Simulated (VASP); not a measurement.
# P (R-3m) in VASP: a series of runs, part 2 of 2

VASP 6.6.1. The steps go on from the part before.

**3. Relaxation of cell and atoms, PBEsol+D4, target pressure 6 GPa, at which the enthalpy is minimised**

This run uses another cell than the first one, of 13.37 Å³/atom, 0.828 times its volume.

INCAR

```
PREC     = Accurate       # precision mode
ENCUT    = 520            # plane-wave cutoff, eV
EDIFF    = 1E-7           # SCF threshold, eV
ISMEAR   = 0              # smearing method
SIGMA    = 0.02           # smearing width, eV
LREAL    = F              # projectors in reciprocal space
LASPH    = T              # aspherical terms in the spheres
NELM     = 80             # most SCF steps
ALGO     = Normal         # electronic algorithm
ISIF     = 3              # what is computed and relaxed
LWAVE    = F              # write WAVECAR
LCHARG   = F              # write CHGCAR
GGA      = PS             # functional
IVDW     = 13             # dispersion correction
IBRION   = 2              # ionic algorithm
NSW      = 80             # ionic steps
EDIFFG   = -0.002         # ionic threshold
PSTRESS  = 60.0
```

KPOINTS

```
regular mesh
0
Gamma
  12 12 12
```

POSCAR

```
P                                       
1.0
    1.6797113714      0.9697818153      2.7367510155
   -1.6797113714      0.9697818153      2.7367510155
    0.0000000000     -1.9395636196      2.7367510151
  P             
     2
Direct
     0.2431717830987541    0.2431717830987541    0.2431717831000843
     0.7568282169012459    0.7568282169012459    0.7568282168999156
```

Potentials or basis: VASP PAW PBE potentials, release 64 (P).

Started as:

```
> cat potpaw_PBE.64/P/POTCAR > POTCAR
> mpirun -np 1 vasp_std > vasp.out
```

OUTCAR:

```text
PREC = Accurate
   ENCUT = 520
   EDIFF = 1E-7
   ISMEAR = 0
   LREAL = F
   LASPH = T
   NELM = 80
   ISIF = 3
   GGA = PS
   IVDW = 13
   IBRION = 2
   NSW = 80
   EDIFFG = -0.002
   PSTRESS = 60.0

 ion  position               nearest neighbor table
   1  0.243  0.243  0.243-   2 2.31   2 2.31   2 2.31   2 2.44   2 2.44   2 2.44
   2  0.757  0.757  0.757-   1 2.31   1 2.31   1 2.31   1 2.44   1 2.44   1 2.44

  LATTYP: Found a trigonal (rhomboedric) cell.
 ALAT       =     3.3543573425
 COS(alpha) =     0.4984887642

  Lattice vectors:

 A1 = (   1.6797113714,   0.9697818153,   2.7367510155)
 A2 = (  -1.6797113714,   0.9697818153,   2.7367510155)
 A3 = (   0.0000000000,  -1.9395636196,   2.7367510151)

Analysis of symmetry for initial positions (statically):
=====================================================================
 Subroutine PRICEL returns:
 Original cell was already a primitive cell.

 Routine SETGRP: Setting up the symmetry group for a
 trigonal (rhombohedral) supercell.

 Subroutine GETGRP returns: Found 12 space group operations
 (whereof 12 operations were pure point group operations)
 out of a pool of 12 trial point group operations.

The static configuration has the point symmetry D_3d.

Analysis of symmetry for dynamics (positions and initial velocities):
=====================================================================
 Subroutine PRICEL returns:
 Original cell was already a primitive cell.

 Routine SETGRP: Setting up the symmetry group for a
 trigonal (rhombohedral) supercell.

 Subroutine GETGRP returns: Found 12 space group operations
 (whereof 12 operations were pure point group operations)
 out of a pool of 12 trial point group operations.

The dynamic configuration has the point symmetry D_3d.

 Subroutine INISYM returns: Found 12 space group operations
 (whereof 12 operations are pure point group operations),
 and found     1 'primitive' translations

----------------------------------------------------------------------------------------

                                     Primitive cell

  volume of cell :      26.7482

  direct lattice vectors                    reciprocal lattice vectors
     1.679711371  0.969781815  2.736751015     0.297670188  0.171859963  0.121798925
    -1.679711371  0.969781815  2.736751015    -0.297670188  0.171859963  0.121798925
     0.000000000 -1.939563620  2.736751015     0.000000000 -0.343719927  0.121798926

  length of vectors
     3.354357343  3.354357343  3.354357338     0.364661989  0.364661989  0.364661989

  position of ions in fractional coordinates (direct lattice)
     0.243171783  0.243171783  0.243171783
     0.756828217  0.756828217  0.756828217

  ion indices of the primitive-cell ions
   primitive index   ion index
                 1           1
                 2           2

[... 117 lines left out ...]
  ext. energy  EPLUGINS =         0.00000000
  ---------------------------------------------------
  free energy    TOTEN  =       -11.50311299 eV

  energy without entropy =      -11.50297174  energy(sigma->0) =      -11.50304237

------------------------ aborting loop because EDIFF is reached ----------------------------------------

  DFT-D4 for vdW energy calculation

  Edisp (eV):   -0.61374

  FORCE on cell =-STRESS in cart. coord.  units (eV):
  Direction    XX          YY          ZZ          XY          YZ          ZX
  --------------------------------------------------------------------------------------
  -------------------------------------------------------------------------------------
  Total       1.00043     1.00043     0.99398    -0.00000     0.00000     0.00000
  in kB      59.92388    59.92388    59.53793    -0.00000     0.00000     0.00000
  external pressure =       -0.20 kB  Pullay stress =       60.00 kB

 VOLUME and BASIS-vectors are now :
 -----------------------------------------------------------------------------
  energy-cutoff  :      520.00
  volume of cell :       26.75
      direct lattice vectors                 reciprocal lattice vectors
     1.679711371  0.969781815  2.736751015     0.297670188  0.171859963  0.121798925
    -1.679711371  0.969781815  2.736751015    -0.297670188  0.171859963  0.121798925
     0.000000000 -1.939563620  2.736751015     0.000000000 -0.343719927  0.121798926

 POSITION                                       TOTAL-FORCE (eV/Angst)
 -----------------------------------------------------------------------------------
      0.00000      0.00000      1.99650         0.000000      0.000000      0.001143
      0.00000      0.00000      6.21375         0.000000     -0.000000     -0.001143
 -----------------------------------------------------------------------------------
    total drift:                                0.000000      0.000000     -0.000000

  FREE ENERGIE OF THE ION-ELECTRON SYSTEM (eV)
  ---------------------------------------------------
  free  energy   TOTEN  =       -12.1168494044 eV

  energy  without entropy=      -12.1167081567  energy(sigma->0) =      -12.11677878

  enthalpy is  TOTEN    =       -11.1151534882 eV   P V=        1.0016959162

--------------------------------------- Ionic step        2  -------------------------------------------

 number of electron      10.0000000 magnetization

 Free energy of the ion-electron system (eV)
  ---------------------------------------------------
  ext. energy  EPLUGINS =         0.00000000
  ---------------------------------------------------
  free energy    TOTEN  =       -11.50272592 eV

  energy without entropy =      -11.50258567  energy(sigma->0) =      -11.50265580

 E-fermi :  10.9896     XC(G=0): -11.7445

 val. band max:       10.9818772389   @ k =   0.3333   0.3333   0.3333
 cond. band min:      10.9966719905   @ k =   0.3333   0.0000   0.0000
 fundamental gap:      0.0147947517
 Fermi energy:        10.9896159358

 k-point     1 :       0.0000    0.0000    0.0000
  band No.  band energies     occupation
      1      -6.5801      2.00000
      2       8.5167      2.00000
      3       8.5167      2.00000
      4       8.6807      2.00000
      5      10.2545      2.00000
      6      14.7592      0.00000
      7      15.0136      0.00000
      8      15.0136      0.00000
      9      16.4978      0.00000
[... 265 lines left out ...]
 k-point    24 :      -0.4167    0.1667   -0.0000
  band No.  band energies     occupation
      1      -2.1612      2.00000
      2      -1.1910      2.00000
      3       5.3909      2.00000
      4       7.5962      2.00000
      5       9.0339      2.00000
      6      11.8118      0.00000
      7      14.5011      0.00000
      8      16.0795      0.00000
      9      19.7520      0.00000

 [... further k-points ...]

------------------------ aborting loop because EDIFF is reached ----------------------------------------

  DFT-D4 for vdW energy calculation

  Edisp (eV):   -0.61388

  FORCE on cell =-STRESS in cart. coord.  units (eV):
  Direction    XX          YY          ZZ          XY          YZ          ZX
  --------------------------------------------------------------------------------------
  -------------------------------------------------------------------------------------
  Total       1.00467     1.00467     1.00170    -0.00000     0.00000     0.00000
  in kB      60.19311    60.19311    60.01525    -0.00000     0.00000     0.00000
  external pressure =        0.13 kB  Pullay stress =       60.00 kB

 VOLUME and BASIS-vectors are now :
 -----------------------------------------------------------------------------
  energy-cutoff  :      520.00
  volume of cell :       26.74
      direct lattice vectors                 reciprocal lattice vectors
     1.679659879  0.969752086  2.736241772     0.297679314  0.171865232  0.121821593
    -1.679659879  0.969752086  2.736241772    -0.297679314  0.171865232  0.121821593
     0.000000000 -1.939504161  2.736241771     0.000000000 -0.343730464  0.121821594

 POSITION                                       TOTAL-FORCE (eV/Angst)
 -----------------------------------------------------------------------------------
      0.00000      0.00000      1.99619         0.000000      0.000000      0.001285
      0.00000      0.00000      6.21254        -0.000000     -0.000000     -0.001285
 -----------------------------------------------------------------------------------
    total drift:                                0.000000     -0.000000      0.000000

  FREE ENERGIE OF THE ION-ELECTRON SYSTEM (eV)
  ---------------------------------------------------
  free  energy   TOTEN  =       -12.1166025679 eV

  energy  without entropy=      -12.1164623101  energy(sigma->0) =      -12.11653244

  enthalpy is  TOTEN    =       -11.1151544457 eV   P V=        1.0014481222

 reached required accuracy - stopping structural energy minimisation
```

It took 49 s on 1 thread of Intel Xeon Platinum 8259CL at 2.50GHz (Skylake/Cascade Lake), shared host; peak memory 0.17 GiB.

What came out:

```
Free energy                                            : -12.1166 eV
Relaxed volume                                         : 13.37 Å³/atom
Relaxed cell                                           : a = 3.354 Å, b = 3.354 Å, c = 3.354 Å, α = 60.11°, β = 60.11°, γ = 60.11°
Space group after relaxing (to 0.05 Å)                 : R-3m (No. 166)
Energy change on relaxing (the enthalpy is what falls) : +0.1 meV/atom
Ionic steps                                            : 2
Pressure after relaxing                                : 6.0 GPa
Band gap on the k mesh                                 : none (metal or under the smearing width)
Dispersion energy per atom                             : -0.307 eV
```

The path:
```csv
step,energy change (eV),largest force (eV/Å),pressure (GPa),volume (Å³)
1,0.0000,0.0011,5.98,26.75
2,0.0002,0.0013,6.01,26.74
```

Final structure:
```
P
1.0
     1.67966    0.96975    2.73624
    -1.67966    0.96975    2.73624
     0.00000   -1.93950    2.73624
P
2
Direct
  0.24318 0.24318 0.24318
  0.75682 0.75682 0.75682
```

Levels at points of the mesh, in eV from the Fermi level:
```tsv
k point	band 2	band 3	band 4	band 5	band 6	band 7	band 8	band 9
(0.00, 0.00, 0.00)	-2.47	-2.47	-2.31	-0.74	3.77	4.02	4.02	5.51
(0.50, 0.00, 0.00)	-12.91	-2.27	-1.96	-1.23	-1.01	1.47	1.70	12.10
(0.50, 0.50, 0.00)	-9.71	-7.40	-5.90	-5.78	0.13	8.58	8.66	9.40
(0.50, 0.50, 0.50)	-12.55	-2.07	-2.07	-1.29	-1.29	1.22	1.92	11.91
```

Caveat: the cell is relaxed towards a set pressure, so the enthalpy falls and the energy may rise; the PAW data sets were made with another functional, which shifts forces and pressure a little; pairwise dispersion overbinds metals, which lowers pressure and volume.

**4. Vibrations by finite differences, PBEsol+D4**

This run uses another cell than the first one, of 13.37 Å³/atom, 0.828 times its volume.

INCAR

```
SYSTEM = P
ALGO = Normal ; EDIFF = 1E-8
ENCUT = 520 ; GGA = PS
IBRION = 6 ; ISIF = 2
ISMEAR = 0 ; IVDW = 13
LASPH = .TRUE. ; LCHARG = .FALSE.
LREAL = .FALSE. ; LWAVE = .FALSE.
NBANDS = 12 ; NELM = 80
NFREE = 2 ; NSW = 1
POTIM = 0.015 ; PREC = Accurate
SIGMA = 0.02
```

KPOINTS

```
k-points
0
G
  12 12 12
  0 0 0
```

POSCAR

```
P                                       
1.0
    1.6796598792      0.9697520863      2.7362417719
   -1.6796598792      0.9697520863      2.7362417719
    0.0000000000     -1.9395041613      2.7362417714
  P             
     2
Direct
     0.2431784991229085    0.2431784991229085    0.2431784991242372
     0.7568215008770915    0.7568215008770915    0.7568215008757628
```

Potentials or basis: VASP PAW PBE potentials, release 64 (P).

Started as:

```
> cat potpaw_PBE.64/P/POTCAR > POTCAR
> mpirun -np 1 vasp_std > vasp.out
```

OUTCAR:

```text
SYSTEM = P
   EDIFF = 1E-8
   ENCUT = 520
   GGA = PS
   IBRION = 6
   ISIF = 2
   ISMEAR = 0
   IVDW = 13
   LASPH = .TRUE.
   LREAL = .FALSE.
   NELM = 80
   NFREE = 2
   NSW = 1
   POTIM = 0.015
   PREC = Accurate

 ion  position               nearest neighbor table
   1  0.243  0.243  0.243-   2 2.31   2 2.31   2 2.31   2 2.44   2 2.44   2 2.44
   2  0.757  0.757  0.757-   1 2.31   1 2.31   1 2.31   1 2.44   1 2.44   1 2.44

  LATTYP: Found a trigonal (rhomboedric) cell.
 ALAT       =     3.3539074902
 COS(alpha) =     0.4983849778

  Lattice vectors:

 A1 = (   1.6796598792,   0.9697520863,   2.7362417719)
 A2 = (  -1.6796598792,   0.9697520863,   2.7362417719)
 A3 = (   0.0000000000,  -1.9395041613,   2.7362417714)

Analysis of symmetry for initial positions (statically):
[... 715 lines left out ...]

------------------------ aborting loop because EDIFF is reached ----------------------------------------

  DFT-D4 for vdW energy calculation

  Edisp (eV):   -0.61388
[... 25 lines left out ...]
  FREE ENERGIE OF THE ION-ELECTRON SYSTEM (eV)
  ---------------------------------------------------
  free  energy   TOTEN  =       -12.1162343458 eV

  energy  without entropy=      -12.1161241309  energy(sigma->0) =      -12.11617924

 INTERNAL STRAIN TENSORS FROM DISPLACED ATOMS
 ============================================

 INTERNAL STRAIN TENSOR FOR ION    1 for displacements in x,y,z  (eV/Angst):
          X           Y           Z          XY          YZ          ZX
  --------------------------------------------------------------------------------
  x     0.00000     0.00000     0.00000     1.14498     0.00000     0.86594
  y     1.14498    -1.14498    -0.00000    -0.00000     0.86594     0.00000
  z    -2.98717    -2.98717    -1.71876     0.00000    -0.00000     0.00000

 INTERNAL STRAIN TENSOR FOR ION    2 for displacements in x,y,z  (eV/Angst):
          X           Y           Z          XY          YZ          ZX
  --------------------------------------------------------------------------------
  x     0.00000    -0.00000     0.00000    -1.14498    -0.00000    -0.86594
  y    -1.14498     1.14498     0.00000     0.00000    -0.86594    -0.00000
  z     2.98717     2.98717     1.71876     0.00000     0.00000     0.00000

 Eigenvectors and eigenvalues of the dynamical matrix
 ----------------------------------------------------

   1 f  =    7.263699 THz    45.639167 2PiTHz  242.290917 cm-1    30.040232 meV
             X         Y         Z           dx          dy          dz
      0.000000  0.000000  1.996186    -0.000000    0.000000    0.707107
      0.000000  0.000000  6.212540     0.000000   -0.000000   -0.707107
[... 16 lines left out ...]
   5 f  =    0.000000 THz     0.000000 2PiTHz    0.000002 cm-1     0.000000 meV
             X         Y         Z           dx          dy          dz
      0.000000  0.000000  1.996186     0.600679   -0.327343    0.178974
      0.000000  0.000000  6.212540     0.600679   -0.327343    0.178974

   6 f/i=    0.000000 THz     0.000000 2PiTHz    0.000001 cm-1     0.000000 meV
             X         Y         Z           dx          dy          dz
      0.000000  0.000000  1.996186     0.070193   -0.233997   -0.663565
      0.000000  0.000000  6.212540     0.070193   -0.233997   -0.663565

 ELASTIC MODULI CONTR FROM IONIC RELAXATION (kBar)
 Direction    XX          YY          ZZ          XY          YZ          ZX
 --------------------------------------------------------------------------------
 XX        -194.8464   -124.9636    -92.0061     -0.0000    -26.4260     -0.0000
 YY        -124.9636   -194.8464    -92.0061      0.0000     26.4260      0.0000
 ZZ         -92.0061    -92.0061    -52.9384      0.0000     -0.0000      0.0000
 XY          -0.0000      0.0000      0.0000    -34.9414     -0.0000    -26.4260
 YZ         -26.4260     26.4260     -0.0000     -0.0000    -19.9858     -0.0000
 ZX          -0.0000      0.0000      0.0000    -26.4260     -0.0000    -19.9858
 --------------------------------------------------------------------------------
```

OSZICAR:

```text
N       E                     dE             d eps       ncg     rms          rms(c)
DAV:   1     0.193794803196E+02    0.19379E+02   -0.47116E+03  4544   0.735E+02
DAV:   2    -0.104832825915E+02   -0.29863E+02   -0.28451E+02  5896   0.120E+02
[... 47 lines left out ...]
DAV:   2    -0.115024244790E+02   -0.19275E-02   -0.21001E-02  5792   0.987E-01    0.981E-02
DAV:   3    -0.115023666323E+02    0.57847E-04   -0.10642E-04  5296   0.795E-02    0.438E-02
DAV:   4    -0.115023565031E+02    0.10129E-04   -0.27960E-05  5708   0.319E-02    0.643E-03
DAV:   5    -0.115023556335E+02    0.86958E-06   -0.59292E-06  5512   0.152E-02    0.456E-03
DAV:   6    -0.115023556447E+02   -0.11269E-07   -0.37513E-07  5524   0.421E-03    0.169E-03
DAV:   7    -0.115023556142E+02    0.30536E-07   -0.24174E-08  5172   0.108E-03    0.362E-04
DAV:   8    -0.115023556097E+02    0.44633E-08   -0.17182E-09  3020   0.251E-04
   5 F= -.12116234E+02 E0= -.12116179E+02  d E =-.110215E-03
```

stdout:

```text
POSCAR found type information on POSCAR P
 POSCAR found :  1 types and       2 ions
 scaLAPACK will be used
 -----------------------------------------------------------------------------
|                                                                             |
|                                                                             |
|     You enforced a specific xc type in the INCAR file but a different       |
|     I HOPE YOU KNOW WHAT YOU ARE DOING!                                     |
|                                                                             |
 -----------------------------------------------------------------------------

 LDA part: xc-table for (Slater+PW92), standard interpolation
 POSCAR, INCAR and KPOINTS ok, starting setup
 FFT: planning ... GRIDC
 FFT: planning ... GRID_SOFT
 FFT: planning ... GRID
 WAVECAR not read
 entering main loop
 Found     2 degrees of freedom:
 Finite differences POTIM= 0.01500 DOF=   2
 bond charge predicted
 Finite differences progress:
 bond charge predicted
 Finite differences progress:
 bond charge predicted
 Finite differences progress:
 bond charge predicted
 Finite differences progress:
```

It took 6.1 min on 1 thread of Intel Xeon Platinum 8259CL at 2.50GHz (Skylake/Cascade Lake), shared host; peak memory 0.46 GiB.

Results:

```
Highest phonon frequency at Γ : 242 cm⁻¹
Dispersion energy per atom    : -0.307 eV
```

Phonon frequencies in cm⁻¹ (negative: imaginary):
```csv
q point,frequencies
"(0.000, 0.000, 0.000)",0 0 0 199 199 242
```

Caveat: the PAW data sets were made with another functional, which shifts forces and pressure a little; pairwise dispersion overbinds metals, which lowers pressure and volume.
